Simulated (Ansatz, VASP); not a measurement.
**Sb in VASP and in Ansatz**

```
CELL_PARAMETERS angstrom
3.14382 0.00000 0.00000
0.00000 3.14382 0.00000
0.00000 0.00000 3.14382
ATOMIC_POSITIONS crystal
Sb 0.00000 0.00000 0.00000
```

Change from the starting cell: volume scaled by 1.06, PAW files.

Alike in both runs: task electric field gradients; functional PBEsol; k mesh 12 × 12 × 12; occupations fermi-dirac, width 0.05 eV; no spin polarisation.

|  | VASP | Ansatz |
| --- | --- | --- |
| version | VASP 6.6.1 | Ansatz 0.2.0 |
| potentials or method | VASP PAW PBE potentials, release 64 (Sb) | PAW with Ansatz's default frozen-core files, scalar-relativistic |
| plane-wave cutoff (eV) | 520 | 420 |
| valence electrons in the cell | 5 | 15 |

```csv
,VASP,Ansatz,Ansatz less VASP
pressure (GPa),-4.0,-4.0,-0.05
Vzz of the field gradient on the site that differs most (V/Å²),0.0,0.0,0.00
```

The functional is the same, so the differences come from potentials, cutoffs and numerics. The two sets of potentials don't hold the same shells in valence. Ansatz warned: «gradients_without_spin_orbit».

Caveats: the PAW data sets were made with another functional, which shifts forces and pressure a little (VASP). The runs have no spin-orbit coupling, so splittings on Sb are missing.
